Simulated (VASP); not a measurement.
# TlBr (Pm-3m) in VASP: further runs

The runs below take TlBr through single point, relaxation of cell and atoms, with PBE.

Everything below comes from runs of VASP 6.6.1. Logs are shortened: lines on timing, memory, paths and dates and some standing lists are left out, and cuts for length are marked.

### Step 1. The crystal as given

The structure is cubic, space group Pm-3m (No. 221). Conventional cell: a = 4.049 Å, b = 4.049 Å, c = 4.049 Å, α = 90.00°, β = 90.00°, γ = 90.00°. Tl (site symmetry m-3m) is surrounded by 8 Br at 3.51 Å. Br (site symmetry m-3m) is surrounded by 8 Tl at 3.51 Å.

### Step 2. Single point, PBE

The input, INCAR:

```
SYSTEM = TlBr
PREC = Accurate
ENCUT = 520
EDIFF = 1E-7
ISMEAR = 0
SIGMA = 0.02
LREAL = .False.
LASPH = .True.
NELM = 100
ALGO = Fast
ISIF = 2
LWAVE = .False.
LCHARG = .True.
GGA = PE
LELF = .True.
LVHAR = .True.
NBANDS = 17
```

The input, KPOINTS:

```
regular mesh
0
Gamma
  8 8 8
  0 0 0
```

The input, POSCAR:

```
TlBr
1.0
    4.0486323071      0.0000000000      0.0000000000
    0.0000000000      4.0486323071      0.0000000000
    0.0000000000      0.0000000000      4.0486323071
Tl Br
1 1
Direct
    0.0000000000      0.0000000000      0.0000000000
    0.5000000000      0.5000000000      0.5000000000
```

Potentials or basis: VASP PAW PBE potentials, release 64 (Tl_d, Br).

On the command line:

```sh
cat potpaw_PBE.64/Tl_d/POTCAR potpaw_PBE.64/Br/POTCAR > POTCAR
mpirun -np 1 vasp_std > vasp.out
```

OUTCAR:

```text
SYSTEM = TlBr
   PREC = Accurate
   ENCUT = 520
   EDIFF = 1E-7
   ISMEAR = 0
   LREAL = .False.
   LASPH = .True.
   NELM = 100
   ISIF = 2
   GGA = PE

 ion  position               nearest neighbor table
   1  0.000  0.000  0.000-
   2  0.500  0.500  0.500-

  LATTYP: Found a simple cubic cell.
 ALAT       =     4.0486323071

  Lattice vectors:

 A1 = (   4.0486323071,   0.0000000000,   0.0000000000)
 A2 = (   0.0000000000,   4.0486323071,   0.0000000000)
 A3 = (   0.0000000000,   0.0000000000,   4.0486323071)

Analysis of symmetry for initial positions (statically):
=====================================================================
 Subroutine PRICEL returns:
 Original cell was already a primitive cell.

 Routine SETGRP: Setting up the symmetry group for a
 simple cubic supercell.

 Subroutine GETGRP returns: Found 48 space group operations
 (whereof 48 operations were pure point group operations)
 out of a pool of 48 trial point group operations.

The static configuration has the point symmetry O_h .

Analysis of symmetry for dynamics (positions and initial velocities):
=====================================================================
 Subroutine PRICEL returns:
 Original cell was already a primitive cell.

 Routine SETGRP: Setting up the symmetry group for a
 simple cubic supercell.

 Subroutine GETGRP returns: Found 48 space group operations
 (whereof 48 operations were pure point group operations)
 out of a pool of 48 trial point group operations.

The dynamic configuration has the point symmetry O_h .

 Subroutine INISYM returns: Found 48 space group operations
 (whereof 48 operations are pure point group operations),
 and found     1 'primitive' translations

----------------------------------------------------------------------------------------

                                     Primitive cell

  volume of cell :      66.3628

  direct lattice vectors                    reciprocal lattice vectors
     4.048632307  0.000000000  0.000000000     0.246996992  0.000000000  0.000000000
     0.000000000  4.048632307  0.000000000     0.000000000  0.246996992  0.000000000
     0.000000000  0.000000000  4.048632307     0.000000000  0.000000000  0.246996992

  length of vectors
     4.048632307  4.048632307  4.048632307     0.246996992  0.246996992  0.246996992

  position of ions in fractional coordinates (direct lattice)
     0.000000000  0.000000000  0.000000000
     0.500000000  0.500000000  0.500000000

  ion indices of the primitive-cell ions
   primitive index   ion index
                 1           1
                 2           2

----------------------------------------------------------------------------------------

 KPOINTS: regular mesh

Automatic generation of k-mesh.
 Grid dimensions read from file:
 generate k-points for:    8    8    8

 Generating k-lattice:

  Cartesian coordinates                     Fractional coordinates (reciprocal lattice)
     0.030874624  0.000000000  0.000000000     0.125000000  0.000000000  0.000000000
     0.000000000  0.030874624  0.000000000     0.000000000  0.125000000  0.000000000
     0.000000000  0.000000000  0.030874624     0.000000000  0.000000000  0.125000000

  Length of vectors
     0.030874624  0.030874624  0.030874624

  Shift w.r.t. Gamma in fractional coordinates (k-lattice)
     0.000000000  0.000000000  0.000000000

 Subroutine IBZKPT returns following result:
 ===========================================

 Found     35 irreducible k-points:

 Following reciprocal coordinates:
            Coordinates               Weight
  0.000000  0.000000  0.000000      1.000000
  0.125000  0.000000  0.000000      6.000000
  0.250000  0.000000  0.000000      6.000000
  0.375000  0.000000  0.000000      6.000000
  0.500000  0.000000  0.000000      3.000000
  0.125000  0.125000  0.000000     12.000000
[... 16 lines left out ...]
  0.375000  0.375000  0.125000     24.000000
  0.500000  0.375000  0.125000     24.000000
 [... further k-points ...]
   k-points           NKPTS =     35   k-points in BZ     NKDIM =     35   number of bands    NBANDS=     17
   number of dos      NEDOS =    301   number of ions     NIONS =      2
   total plane-waves  NPLWV =  27000
   dimension x,y,z NGX =    30 NGY =   30 NGZ =   30
   dimension x,y,z NGXF=    60 NGYF=   60 NGZF=   60
   ions per type =               1   1
   NGX,Y,Z   is equivalent  to a cutoff of  12.32, 12.32, 12.32 a.u.
   NGXF,Y,Z  is equivalent  to a cutoff of  24.64, 24.64, 24.64 a.u.
 SYSTEM =  TlBr
   PREC   = accura    normal or accurate (medium, high low for compatibility)
   ISTART =      0    job   : 0-new  1-cont  2-samecut
   ICHARG =      2    charge: 1-file 2-atom 10-const
   ISPIN  =      1    spin polarized calculation?
   LNONCOLLINEAR =      F non collinear calculations
   LSORBIT =      F    spin-orbit coupling
   LASPH  =      T    aspherical Exc in radial PAW
   ENCUT  =  520.0 eV  38.22 Ry    6.18 a.u.   7.53  7.53  7.53*2*pi/ulx,y,z
   NELM   =    100;   NELMIN=  2; NELMDL= -5     # of ELM steps
   EDIFF  = 0.1E-06   stopping-criterion for ELM
   LREAL  =      F    real-space projection
   EDIFFG = 0.1E-05   stopping-criterion for IOM
   NSW    =      0    number of steps for IOM
   IBRION =     -1    ionic relax: 0-MD 1-quasi-New 2-CG
   NFREE  =      0    steps in history (QN), initial steepest desc. (CG)
   ISIF   =      2    stress and relaxation
   ISYM   =      2    0-nonsym 1-usesym 2-fastsym
   POTIM  = 0.5000    time-step for ionic-motion
   TEBEG  =    0.0;   TEEND  =   0.0 temperature during run
   PSTRESS=    0.0 pullay stress
   NELECT =      20.0000    total number of electrons
   NUPDOWN=      -1.0000    fix difference up-down
   EMIN   =  10.00;   EMAX   =-10.00  energy-range for DOS
   EFERMI =   0.00;   METHOD = LEGACY
   ISMEAR =     0;   SIGMA  =   0.02  broadening in eV -4-tet -1-fermi 0-gaus
   EFERMI_NEDOS =   21; number of points for ismear=-14 and -15
   IALGO  =     68    algorithm
   IMIX   =      4    mixing-type and parameters
     AMIX     =   0.40;   BMIX     =  1.00
     AMIX_MAG =   1.60;   BMIX_MAG =  1.00
  volume/ion in A,a.u.               =      33.18       223.92
  Fermi-wavevector in a.u.,A,eV,Ry     =   1.097598  2.074159 16.391218  1.204721
  Thomas-Fermi vector in A             =   2.233960
   LORBIT       =      0    0 simple, 1 ext, 2 COOP (PROOUT), +10 PAW based schemes
   GGA     = PE    functional components
   LHFCALC =     F    Hartree Fock is set to
   AEXX    =    0.0000 exact exchange contribution
   IVDW    =     0    specifies the selected vdW correction
   LEPSILON=     F    determine dielectric tensor
   LRPA    =     F    only Hartree local field effects (RPA)
 non-spin polarized calculation
 RMM-DIIS sequential band-by-band and
 Gauss-broadening in eV      SIGMA  =   0.02
  energy-cutoff  :      520.00
  volume of cell :       66.36
 maximum number of plane-waves:      1806
   NGX = 15   NGY = 15   NGZ = 15

 number of electron      20.0000000 magnetization

 Free energy of the ion-electron system (eV)
  ---------------------------------------------------
  ext. energy  EPLUGINS =         0.00000000
  ---------------------------------------------------
  free energy    TOTEN  =        -5.54554899 eV

  energy without entropy =       -5.54554899  energy(sigma->0) =       -5.54554899

 E-fermi :   1.9668     XC(G=0):  -8.7278

 val. band max:        1.8446181909   @ k =   0.5000   0.0000   0.0000
 cond. band min:       3.8370203008   @ k =   0.5000   0.0000   0.0000
 fundamental gap:      1.9924021099
 Fermi energy:         1.9667936211

 k-point     1 :       0.0000    0.0000    0.0000
  band No.  band energies     occupation
      1     -11.5945      2.00000
      2      -8.1641      2.00000
      3      -8.1641      2.00000
      4      -8.0122      2.00000
      5      -8.0122      2.00000
      6      -8.0122      2.00000
[... 9 lines left out ...]
     16      12.5465      0.00000
     17      15.2142      0.00000

 k-point     2 :       0.1250    0.0000    0.0000
  band No.  band energies     occupation
      1     -11.5667      2.00000
      2      -8.1629      2.00000
      3      -8.1474      2.00000
      4      -8.0195      2.00000
      5      -8.0195      2.00000
      6      -8.0116      2.00000
[... 9 lines left out ...]
     16      13.4207      0.00000
     17      14.9640      0.00000

 k-point     3 :       0.2500    0.0000    0.0000
  band No.  band energies     occupation
      1     -11.4978      2.00000
      2      -8.1600      2.00000
      3      -8.1077      2.00000
      4      -8.0371      2.00000
      5      -8.0371      2.00000
      6      -8.0100      2.00000
[... 9 lines left out ...]
     16      13.8809      0.00000
     17      14.9548      0.00000

 k-point     4 :       0.3750    0.0000    0.0000
  band No.  band energies     occupation
      1     -11.4262      2.00000
      2      -8.1571      2.00000
      3      -8.0690      2.00000
      4      -8.0545      2.00000
      5      -8.0545      2.00000
      6      -8.0084      2.00000
[... 9 lines left out ...]
     16      13.2520      0.00000
     17      15.3469      0.00000

 k-point     5 :       0.5000    0.0000    0.0000
  band No.  band energies     occupation
      1     -11.3956      2.00000
      2      -8.1559      2.00000
      3      -8.0617      2.00000
      4      -8.0617      2.00000
      5      -8.0534      2.00000
      6      -8.0078      2.00000
[... 9 lines left out ...]
     16      14.7030      0.00000
     17      15.3589      0.00000

 k-point     6 :       0.1250    0.1250    0.0000
  band No.  band energies     occupation
      1     -11.5407      2.00000
      2      -8.1541      2.00000
      3      -8.1380      2.00000
      4      -8.0253      2.00000
      5      -8.0199      2.00000
      6      -8.0175      2.00000
[... 9 lines left out ...]
     16      13.3086      0.00000
     17      14.2639      0.00000
[... 281 lines left out ...]
 k-point    21 :       0.3750    0.2500    0.1250
  band No.  band energies     occupation
      1     -11.3510      2.00000
      2      -8.1056      2.00000
      3      -8.0659      2.00000
      4      -8.0422      2.00000
      5      -8.0319      2.00000
      6      -8.0286      2.00000
[... 9 lines left out ...]
     16      12.9993      0.00000
     17      14.0342      0.00000

 k-point    22 :       0.5000    0.2500    0.1250
  band No.  band energies     occupation
      1     -11.3287      2.00000
      2      -8.1034      2.00000
      3      -8.0730      2.00000
      4      -8.0373      2.00000
      5      -8.0325      2.00000
      6      -8.0163      2.00000
[... 9 lines left out ...]
     16      12.6384      0.00000
     17      14.7637      0.00000

 k-point    23 :       0.3750    0.3750    0.1250
  band No.  band energies     occupation
      1     -11.3086      2.00000
      2      -8.0910      2.00000
      3      -8.0634      2.00000
      4      -8.0536      2.00000
      5      -8.0283      2.00000
      6      -8.0006      2.00000
[... 9 lines left out ...]
     16      12.7291      0.00000
     17      13.9596      0.00000

 k-point    24 :       0.5000    0.3750    0.1250
  band No.  band energies     occupation
      1     -11.2908      2.00000
      2      -8.0868      2.00000
      3      -8.0660      2.00000
      4      -8.0528      2.00000
      5      -8.0305      2.00000
      6      -7.9852      2.00000
[... 9 lines left out ...]
     16      12.7032      0.00000
     17      14.2124      0.00000

 [... further k-points ...]
[... 5 lines left out ...]
  --------------------------------------------------------------------------------------
  -------------------------------------------------------------------------------------
  Total        0.0098581      0.0098581      0.0098581     -0.0000000      0.0000000     -0.0000000
  in kB        0.2380010      0.2380010      0.2380010     -0.0000000      0.0000000     -0.0000000
  external PRESSURE =       0.2380010 kB  Pullay stress =       0.0000000 kB

 VOLUME and BASIS-vectors are now :
 -----------------------------------------------------------------------------
  energy-cutoff  :      520.00
  volume of cell :       66.36
      direct lattice vectors                 reciprocal lattice vectors
     4.048632307  0.000000000  0.000000000     0.246996992  0.000000000  0.000000000
     0.000000000  4.048632307  0.000000000     0.000000000  0.246996992  0.000000000
     0.000000000  0.000000000  4.048632307     0.000000000  0.000000000  0.246996992

 POSITION                                       TOTAL-FORCE (eV/Angst)
 -----------------------------------------------------------------------------------
      0.00000      0.00000      0.00000         0.000000      0.000000      0.000000
      2.02432      2.02432      2.02432         0.000000      0.000000      0.000000
 -----------------------------------------------------------------------------------
    total drift:                                0.000000     -0.000000     -0.000000

  FREE ENERGIE OF THE ION-ELECTRON SYSTEM (eV)
  ---------------------------------------------------
  free  energy   TOTEN  =        -5.5455489894 eV

  energy  without entropy=       -5.5455489894  energy(sigma->0) =       -5.54554899
```

Wall time 19 s (1 thread of Intel Xeon 6975P-C (Granite Rapids), shared host); peak memory 0.19 GiB.

Results:

| Quantity | Value |
| --- | --- |
| Free energy | -5.5455 eV |
| Pressure | 0.0 GPa |
| Band gap on the k mesh | 1.99 eV, direct |

Levels at points of the mesh, in eV from the valence-band top:
```
           k point  band 6  band 7  band 8  band 9  band 10  band 11  band 12  band 13  band 14  band 15
(0.00, 0.00, 0.00)   -9.86   -4.53   -1.08   -1.08    -1.08     7.06     7.06     7.06     7.15     7.15
(0.50, 0.00, 0.00)   -9.85   -5.24   -0.64   -0.64     0.00     1.99     5.78     5.78     8.19    10.37
(0.50, 0.50, 0.00)   -9.82   -3.65   -2.58   -2.58    -0.55     4.82     4.82     7.24     7.73    10.18
(0.50, 0.50, 0.50)   -9.81   -2.77   -1.67   -1.67    -1.67     2.35     2.35     2.35    12.53    12.53
```

Caveat: spin-orbit coupling is left out, which as a rule narrows the gap of such compounds by several tenths of an eV. As with any semilocal functional, this PBE gap is likely too small.

(Continued in part 2 of 2.)
